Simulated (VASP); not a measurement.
# CdS (I4/mmm) in VASP: a series of runs

The runs below take CdS through single point, with LDA.

Everything below comes from runs of VASP 6.6.1. Logs are shortened: lines on timing, memory, paths and dates and some standing lists are left out, and cuts for length are marked.

### 1 The cell of the first run

It takes space group I4/mmm (No. 139, tetragonal). The conventional cell has a = 3.835 Å, b = 3.835 Å, c = 5.341 Å, α = 90.00°, β = 90.00°, γ = 90.00°. Cd (site symmetry 4/mmm) is surrounded by 6 S at 2.67 to 2.71 Å. S (site symmetry 4/mmm) has 6 Cd at 2.67 to 2.71 Å as nearest neighbours.

Measurements of this composition are mostly on another form, of space group No. 186.

### 2 Single point, LDA (strain -0.015 along x and y, -0.030 along z, atoms carried along)

File INCAR:

```
SYSTEM = CdS
PREC = Accurate ; ENCUT = 520
EDIFF = 1E-6 ; ISMEAR = 0
SIGMA = 0.15 ; LREAL = .False.
LASPH = .True. ; NELM = 100
ALGO = Fast ; ISIF = 2
LWAVE = .False. ; LCHARG = .False.
GGA = CA ; NBANDS = 16
```

File KPOINTS:

```
Automatic mesh
0
Gamma
  16 16 16
  0 0 0
```

File POSCAR:

```
CdS
1.0
    0.0000000000      2.7119453400      2.6706466800
    2.7119453400      0.0000000000      2.6706466800
    2.7119453400      2.7119453400      0.0000000000
Cd S
1 1
Direct
    0.0000000000      0.0000000000      0.0000000000
    0.5000000000      0.5000000000      0.5000000000
```

Potentials or basis: VASP PAW LDA potentials, release 64 (Cd, S).

Run with:

```bash
cat potpaw_LDA.64/Cd/POTCAR potpaw_LDA.64/S/POTCAR > POTCAR
mpirun -np 1 vasp_std > vasp.out
```

OUTCAR:

```text
SYSTEM = CdS
   PREC = Accurate
   ENCUT = 520
   EDIFF = 1E-6
   ISMEAR = 0
   LREAL = .False.
   LASPH = .True.
   NELM = 100
   ISIF = 2
   GGA = CA

 ion  position               nearest neighbor table
   1  0.000  0.000  0.000-   2 2.67   2 2.67   2 2.71   2 2.71   2 2.71   2 2.71
   2  0.500  0.500  0.500-   1 2.67   1 2.67   1 2.71   1 2.71   1 2.71   1 2.71

  LATTYP: Found a body centered tetragonal cell.
 ALAT       =     3.8352698802
 C/A-ratio  =     1.3926773152

  Lattice vectors:

 A1 = (   0.0000000000,  -2.7119453400,  -2.6706466800)
 A2 = (   0.0000000000,   2.7119453400,  -2.6706466800)
 A3 = (   2.7119453400,   0.0000000000,   2.6706466800)

Analysis of symmetry for initial positions (statically):
=====================================================================
 Subroutine PRICEL returns:
 Original cell was already a primitive cell.

 Routine SETGRP: Setting up the symmetry group for a
 body centered tetragonal supercell.

 Subroutine GETGRP returns: Found 16 space group operations
 (whereof 16 operations were pure point group operations)
 out of a pool of 16 trial point group operations.

The static configuration has the point symmetry D_4h.

Analysis of symmetry for dynamics (positions and initial velocities):
=====================================================================
 Subroutine PRICEL returns:
 Original cell was already a primitive cell.

 Routine SETGRP: Setting up the symmetry group for a
 body centered tetragonal supercell.

 Subroutine GETGRP returns: Found 16 space group operations
 (whereof 16 operations were pure point group operations)
 out of a pool of 16 trial point group operations.

The dynamic configuration has the point symmetry D_4h.

 Subroutine INISYM returns: Found 16 space group operations
 (whereof 16 operations are pure point group operations),
 and found     1 'primitive' translations

----------------------------------------------------------------------------------------

                                     Primitive cell

  volume of cell :      39.2833

  direct lattice vectors                    reciprocal lattice vectors
     0.000000000  2.711945340  2.670646680    -0.184369498  0.184369498  0.187220572
     2.711945340  0.000000000  2.670646680     0.184369498 -0.184369498  0.187220572
     2.711945340  2.711945340  0.000000000     0.184369498  0.184369498 -0.187220572

  length of vectors
     3.806179346  3.806179346  3.835269880     0.320991847  0.320991847  0.320991847

  position of ions in fractional coordinates (direct lattice)
     0.000000000  0.000000000  0.000000000
     0.500000000  0.500000000  0.500000000

  ion indices of the primitive-cell ions
   primitive index   ion index
                 1           1
                 2           2

----------------------------------------------------------------------------------------

 KPOINTS: Automatic mesh

Automatic generation of k-mesh.
 Grid dimensions read from file:
 generate k-points for:   16   16   16

 Generating k-lattice:

  Cartesian coordinates                     Fractional coordinates (reciprocal lattice)
    -0.011523094  0.011523094  0.011701286     0.062500000  0.000000000  0.000000000
     0.011523094 -0.011523094  0.011701286     0.000000000  0.062500000  0.000000000
     0.011523094  0.011523094 -0.011701286     0.000000000  0.000000000  0.062500000

  Length of vectors
     0.020061990  0.020061990  0.020061990

  Shift w.r.t. Gamma in fractional coordinates (k-lattice)
     0.000000000  0.000000000  0.000000000

 Subroutine IBZKPT returns following result:
 ===========================================

 Found    349 irreducible k-points:

 Following reciprocal coordinates:
            Coordinates               Weight
  0.000000  0.000000  0.000000      1.000000
  0.062500  0.000000  0.000000      8.000000
  0.125000  0.000000  0.000000      8.000000
  0.187500  0.000000  0.000000      8.000000
  0.250000  0.000000  0.000000      8.000000
  0.312500  0.000000  0.000000      8.000000
[... 16 lines left out ...]
 -0.125000  0.062500  0.000000      8.000000
 -0.062500  0.062500  0.000000      4.000000
 [... further k-points ...]
   k-points           NKPTS =    349   k-points in BZ     NKDIM =    349   number of bands    NBANDS=     16
   number of dos      NEDOS =    301   number of ions     NIONS =      2
   total plane-waves  NPLWV =  23520
   dimension x,y,z NGX =    28 NGY =   28 NGZ =   30
   dimension x,y,z NGXF=    56 NGYF=   56 NGZF=   60
   ions per type =               1   1
   NGX,Y,Z   is equivalent  to a cutoff of  12.23, 12.23, 13.00 a.u.
   NGXF,Y,Z  is equivalent  to a cutoff of  24.46, 24.46, 26.01 a.u.
 SYSTEM =  CdS
   PREC   = accura    normal or accurate (medium, high low for compatibility)
   ISTART =      0    job   : 0-new  1-cont  2-samecut
   ICHARG =      2    charge: 1-file 2-atom 10-const
   ISPIN  =      1    spin polarized calculation?
   LNONCOLLINEAR =      F non collinear calculations
   LSORBIT =      F    spin-orbit coupling
   LASPH  =      T    aspherical Exc in radial PAW
   ENCUT  =  520.0 eV  38.22 Ry    6.18 a.u.   7.08  7.08  7.13*2*pi/ulx,y,z
   NELM   =    100;   NELMIN=  2; NELMDL= -5     # of ELM steps
   EDIFF  = 0.1E-05   stopping-criterion for ELM
   LREAL  =      F    real-space projection
   EDIFFG = 0.1E-04   stopping-criterion for IOM
   NSW    =      0    number of steps for IOM
   IBRION =     -1    ionic relax: 0-MD 1-quasi-New 2-CG
   NFREE  =      0    steps in history (QN), initial steepest desc. (CG)
   ISIF   =      2    stress and relaxation
   ISYM   =      2    0-nonsym 1-usesym 2-fastsym
   POTIM  = 0.5000    time-step for ionic-motion
   TEBEG  =    0.0;   TEEND  =   0.0 temperature during run
   PSTRESS=    0.0 pullay stress
   NELECT =      18.0000    total number of electrons
   NUPDOWN=      -1.0000    fix difference up-down
   EMIN   =  10.00;   EMAX   =-10.00  energy-range for DOS
   EFERMI =   0.00;   METHOD = LEGACY
   ISMEAR =     0;   SIGMA  =   0.15  broadening in eV -4-tet -1-fermi 0-gaus
   EFERMI_NEDOS =   21; number of points for ismear=-14 and -15
   IALGO  =     68    algorithm
   IMIX   =      4    mixing-type and parameters
     AMIX     =   0.40;   BMIX     =  1.00
     AMIX_MAG =   1.60;   BMIX_MAG =  1.00
  volume/ion in A,a.u.               =      19.64       132.55
  Fermi-wavevector in a.u.,A,eV,Ry     =   1.262107  2.385037 21.672918  1.592915
  Thomas-Fermi vector in A             =   2.395532
   LORBIT       =      0    0 simple, 1 ext, 2 COOP (PROOUT), +10 PAW based schemes
   GGA     = CA    functional components
   LHFCALC =     F    Hartree Fock is set to
   AEXX    =    0.0000 exact exchange contribution
   IVDW    =     0    specifies the selected vdW correction
   LEPSILON=     F    determine dielectric tensor
   LRPA    =     F    only Hartree local field effects (RPA)
 non-spin polarized calculation
 RMM-DIIS sequential band-by-band and
 Gauss-broadening in eV      SIGMA  =   0.15
  energy-cutoff  :      520.00
  volume of cell :       39.28
 maximum number of plane-waves:      1070
   NGX = 15   NGY = 15   NGZ = 15

 number of electron      18.0000002 magnetization

 Free energy of the ion-electron system (eV)
  ---------------------------------------------------
  ext. energy  EPLUGINS =         0.00000000
  ---------------------------------------------------
  free energy    TOTEN  =        -7.25934959 eV

  energy without entropy =       -7.25793780  energy(sigma->0) =       -7.25864370

 E-fermi :   3.3465     XC(G=0): -10.9541

 val. band max:        3.3447516367   @ k =   0.4375   0.4375   0.0000
 cond. band min:       3.3990101808   @ k =   0.5000   0.4375   0.0000
 fundamental gap:      0.0542585441
 Fermi energy:         3.3465334155

 k-point     1 :       0.0000    0.0000    0.0000
  band No.  band energies     occupation
      1      -9.9165      2.00000
      2      -4.5836      2.00000
      3      -4.5836      2.00000
      4      -4.5828      2.00000
      5      -4.5766      2.00000
      6      -4.5576      2.00000
[... 8 lines left out ...]
     15      14.4513      0.00000
     16      14.4513      0.00000

 k-point     2 :       0.0625    0.0000    0.0000
  band No.  band energies     occupation
      1      -9.8790      2.00000
      2      -4.5967      2.00000
      3      -4.5919      2.00000
      4      -4.5844      2.00000
      5      -4.5729      2.00000
      6      -4.5537      2.00000
[... 8 lines left out ...]
     15      14.0006      0.00000
     16      14.4444      0.00000

 k-point     3 :       0.1250    0.0000    0.0000
  band No.  band energies     occupation
      1      -9.7688      2.00000
      2      -4.6376      2.00000
      3      -4.6307      2.00000
      4      -4.5956      2.00000
      5      -4.5469      2.00000
      6      -4.5334      2.00000
[... 8 lines left out ...]
     15      13.4835      0.00000
     16      14.2467      0.00000

 k-point     4 :       0.1875    0.0000    0.0000
  band No.  band energies     occupation
      1      -9.5939      2.00000
      2      -4.6983      2.00000
      3      -4.6879      2.00000
      4      -4.6216      2.00000
      5      -4.5073      2.00000
      6      -4.4982      2.00000
[... 8 lines left out ...]
     15      13.5729      0.00000
     16      14.0711      0.00000

 k-point     5 :       0.2500    0.0000    0.0000
  band No.  band energies     occupation
      1      -9.3690      2.00000
      2      -4.7682      2.00000
      3      -4.7537      2.00000
      4      -4.6653      2.00000
      5      -4.4599      2.00000
      6      -4.4551      2.00000
[... 8 lines left out ...]
     15      14.0157      0.00000
     16      14.0793      0.00000

 k-point     6 :       0.3125    0.0000    0.0000
  band No.  band energies     occupation
      1      -9.1182      2.00000
      2      -4.8365      2.00000
      3      -4.8178      2.00000
      4      -4.7297      2.00000
      5      -4.4119      2.00000
      6      -4.4111      2.00000
[... 8 lines left out ...]
     15      14.5988      0.00000
     16      14.6293      0.00000

 k-point     7 :       0.3750    0.0000    0.0000
  band No.  band energies     occupation
      1      -8.8783      2.00000
      2      -4.8938      2.00000
      3      -4.8709      2.00000
      4      -4.8097      2.00000
      5      -4.3734      2.00000
      6      -4.3706      2.00000
[... 8 lines left out ...]
     15      15.2571      0.00000
     16      15.3247      0.00000

 k-point     8 :       0.4375    0.0000    0.0000
  band No.  band energies     occupation
      1      -8.6993      2.00000
      2      -4.9341      2.00000
      3      -4.9057      2.00000
      4      -4.8813      2.00000
      5      -4.3479      2.00000
      6      -4.3427      2.00000
[... 8 lines left out ...]
     15      15.8648      0.00000
     16      15.9695      0.00000

 k-point     9 :       0.5000    0.0000    0.0000
  band No.  band energies     occupation
      1      -8.6320      2.00000
      2      -4.9507      2.00000
      3      -4.9178      2.00000
      4      -4.9091      2.00000
      5      -4.3389      2.00000
      6      -4.3329      2.00000
[... 8 lines left out ...]
     15      16.1391      0.00000
     16      16.2671      0.00000
[... 172 lines left out ...]
 k-point    19 :      -0.3750    0.0625    0.0000
  band No.  band energies     occupation
      1      -8.8138      2.00000
      2      -4.8899      2.00000
      3      -4.8777      2.00000
      4      -4.8037      2.00000
      5      -4.3719      2.00000
      6      -4.3484      2.00000
[... 8 lines left out ...]
     15      15.1048      0.00000
     16      16.1623      0.00000

 k-point    20 :      -0.3125    0.0625    0.0000
  band No.  band energies     occupation
      1      -9.0320      2.00000
      2      -4.8511      2.00000
      3      -4.8290      2.00000
      4      -4.7295      2.00000
      5      -4.4138      2.00000
      6      -4.3759      2.00000
[... 8 lines left out ...]
     15      14.5087      0.00000
     16      15.5514      0.00000

 k-point    21 :      -0.2500    0.0625    0.0000
  band No.  band energies     occupation
      1      -9.2756      2.00000
      2      -4.7962      2.00000
      3      -4.7651      2.00000
      4      -4.6708      2.00000
      5      -4.4618      2.00000
      6      -4.4142      2.00000
[... 8 lines left out ...]
     15      14.4479      0.00000
     16      14.9345      0.00000

 k-point    22 :      -0.1875    0.0625    0.0000
  band No.  band energies     occupation
      1      -9.5048      2.00000
      2      -4.7329      2.00000
      3      -4.6984      2.00000
      4      -4.6312      2.00000
      5      -4.5083      2.00000
      6      -4.4574      2.00000
[... 8 lines left out ...]
     15      14.4259      0.00000
     16      14.6075      0.00000

 k-point    23 :      -0.1250    0.0625    0.0000
  band No.  band energies     occupation
      1      -9.6922      2.00000
      2      -4.6707      2.00000
      3      -4.6408      2.00000
      4      -4.6072      2.00000
      5      -4.5463      2.00000
      6      -4.4987      2.00000
[... 8 lines left out ...]
     15      14.1039      0.00000
     16      14.8507      0.00000

 k-point    24 :      -0.0625    0.0625    0.0000
  band No.  band energies     occupation
      1      -9.8202      2.00000
      2      -4.6203      2.00000
      3      -4.6032      2.00000
      4      -4.5940      2.00000
      5      -4.5695      2.00000
      6      -4.5323      2.00000
[... 8 lines left out ...]
     15      13.9997      0.00000
     16      14.8424      0.00000

 [... further k-points ...]
[... 5 lines left out ...]
  --------------------------------------------------------------------------------------
  -------------------------------------------------------------------------------------
  Total       -0.6073192     -0.6073192     -0.2824360      0.0000000      0.0000000     -0.0000000
  in kB      -24.7696179    -24.7696179    -11.5192022      0.0000000      0.0000000     -0.0000000
  external PRESSURE =     -20.3528127 kB  Pullay stress =       0.0000000 kB

 VOLUME and BASIS-vectors are now :
 -----------------------------------------------------------------------------
  energy-cutoff  :      520.00
  volume of cell :       39.28
      direct lattice vectors                 reciprocal lattice vectors
     0.000000000  2.711945340  2.670646680    -0.184369498  0.184369498  0.187220572
     2.711945340  0.000000000  2.670646680     0.184369498 -0.184369498  0.187220572
     2.711945340  2.711945340  0.000000000     0.184369498  0.184369498 -0.187220572

 POSITION                                       TOTAL-FORCE (eV/Angst)
 -----------------------------------------------------------------------------------
      0.00000      0.00000      0.00000         0.000000     -0.000000      0.000000
      2.71195      2.71195      2.67065        -0.000000      0.000000      0.000000
 -----------------------------------------------------------------------------------
    total drift:                                0.000000      0.000000      0.000000

  FREE ENERGIE OF THE ION-ELECTRON SYSTEM (eV)
  ---------------------------------------------------
  free  energy   TOTEN  =        -7.2593495946 eV

  energy  without entropy=       -7.2579378018  energy(sigma->0) =       -7.25864370
```

Wall time 81 s (1 thread of Intel Xeon 6975P-C (Granite Rapids), shared host); peak memory 0.3 GiB.

Results:

- Free energy: -7.2593 eV
- Pressure: -2.0 GPa
- Band gap on the k mesh: none (metal or under the smearing width)

Levels at points of the mesh, in eV from the Fermi level:
| k point | band 5 | band 6 | band 7 | band 8 | band 9 | band 10 | band 11 | band 12 | band 13 | band 14 |
| --- | --- | --- | --- | --- | --- | --- | --- | --- | --- | --- |
| (0.00, 0.00, 0.00) | -7.92 | -7.90 | -1.08 | -0.98 | -0.98 | 0.71 | 8.98 | 8.98 | 9.06 | 10.92 |
| (0.50, 0.00, 0.00) | -7.69 | -7.68 | -5.31 | -0.20 | -0.12 | 3.11 | 5.45 | 5.61 | 6.81 | 12.09 |
| (0.50, 0.50, 0.00) | -7.61 | -6.79 | -4.78 | -2.55 | -2.55 | -0.22 | 5.64 | 9.85 | 11.09 | 11.09 |
| (0.50, 0.00, 0.50) | -7.60 | -6.84 | -4.77 | -2.58 | -2.43 | -0.14 | 5.73 | 9.71 | 11.00 | 11.38 |

### 3 Single point, LDA (strain -0.030 along x and y, +0.015 along z, atoms carried along)

File INCAR:

```
ALGO = Fast
EDIFF = 1E-6
ENCUT = 520
ISIF = 2
ISMEAR = 0
LASPH = True
LCHARG = False
LREAL = False
LWAVE = False
NBANDS = 16
NELM = 100
PREC = Accurate
SIGMA = 0.15
```

File KPOINTS:

```
k-points
0
Gamma
  16 16 16
```

File POSCAR:

```
CdS
1.0
    0.0000000000      2.6706466800      2.7945426600
    2.6706466800      0.0000000000      2.7945426600
    2.6706466800      2.6706466800      0.0000000000
Cd S
1 1
Direct
    0.0000000000      0.0000000000      0.0000000000
    0.5000000000      0.5000000000      0.5000000000
```

Potentials or basis: VASP PAW LDA potentials, release 64 (Cd, S).

Run with:

```bash
cat potpaw_LDA.64/Cd/POTCAR potpaw_LDA.64/S/POTCAR > POTCAR
mpirun -np 1 vasp_std > vasp.out
```

It took 99 s on 1 thread of Intel Xeon 6975P-C (Granite Rapids), shared host; peak memory 0.31 GiB.

The run converged. Its results:

| Property | Result |
| --- | --- |
| Free energy | -7.2390 eV |
| Pressure | -2.9 GPa |
| Band gap on the k mesh | none (metal or under the smearing width) |

Stress tensor (GPa, compression positive):
```
-1.83  0.00  0.00
 0.00 -1.83  0.00
 0.00  0.00 -5.11
```

Levels at points of the mesh, in eV from the Fermi level:
```csv
k point,band 7,band 8,band 9,band 10,band 11,band 12
"(0.00, 0.00, 0.00)",-1.11,-1.11,-0.86,0.63,8.83,9.06
"(0.50, 0.00, 0.00)",-5.27,-0.32,-0.07,3.07,5.32,5.73
"(0.50, 0.50, 0.00)",-4.69,-2.40,-2.40,-0.02,5.87,9.34
"(0.50, 0.00, 0.50)",-4.72,-2.76,-2.33,-0.26,5.61,9.75
```

### 4 Single point, LDA (strain -0.030 along x and y, +0.030 along z, atoms carried along)

File INCAR:

```
  PREC = Accurate
  ENCUT = 520
  EDIFF = 1E-6
  ISMEAR = 0
  SIGMA = 0.15
  LREAL = F
  LASPH = T
  NELM = 100
  ALGO = Fast
  ISIF = 2
  LWAVE = F
  LCHARG = F
  GGA = CA
  NBANDS = 16
```

File KPOINTS:

```
regular mesh
0
Gamma
  16 16 16
```

File POSCAR:

```
CdS
1.0
    0.0000000000      2.6706466800      2.8358413200
    2.6706466800      0.0000000000      2.8358413200
    2.6706466800      2.6706466800      0.0000000000
Cd S
1 1
Direct
    0.0000000000      0.0000000000      0.0000000000
    0.5000000000      0.5000000000      0.5000000000
```

Run with:

```bash
cat potpaw_LDA.64/Cd/POTCAR potpaw_LDA.64/S/POTCAR > POTCAR
mpirun -np 1 vasp_std > vasp.out
```

Wall time 94 s (1 thread of Intel Xeon 6975P-C (Granite Rapids), shared host); peak memory 0.31 GiB.

It converged, with:

- Free energy: -7.2179 eV
- Pressure: -3.8 GPa
- Band gap on the k mesh: none (metal or under the smearing width)

Stress tensor (GPa, compression positive):
```
-2.51  0.00  0.00
 0.00 -2.51  0.00
 0.00  0.00 -6.36
```

Levels at points of the mesh, in eV from the Fermi level:
```csv
k point,band 5,band 6,band 7,band 8,band 9,band 10,band 11,band 12,band 13,band 14
"(0.00, 0.00, 0.00)",-7.88,-7.88,-1.13,-1.13,-0.81,0.55,8.76,9.07,9.07,9.97
"(0.50, 0.00, 0.00)",-7.70,-7.68,-5.23,-0.39,-0.06,3.04,5.27,5.78,6.56,11.90
"(0.50, 0.50, 0.00)",-7.62,-6.99,-4.61,-2.34,-2.34,0.01,5.92,9.12,11.15,11.15
"(0.50, 0.00, 0.50)",-7.61,-6.83,-4.65,-2.80,-2.23,-0.30,5.60,9.67,10.05,11.48
```

### 5 The runs side by side

```tsv
cell	gap on the mesh (eV)	pressure (GPa)
strain -0.015 along x and y, -0.030 along z, atoms carried along	none	-2.0
strain -0.030 along x and y, +0.015 along z, atoms carried along	none	-2.9
strain -0.030 along x and y, +0.030 along z, atoms carried along	none	-3.8
```

Alike in all rows: task single point; level LDA; potentials or basis VASP PAW LDA potentials, release 64 (Cd, S); no spin polarisation; k mesh 16 × 16 × 16; cutoff (eV) 520; smearing gaussian 0.15 eV.

Absolute energies hang on the potentials; compare differences alone.
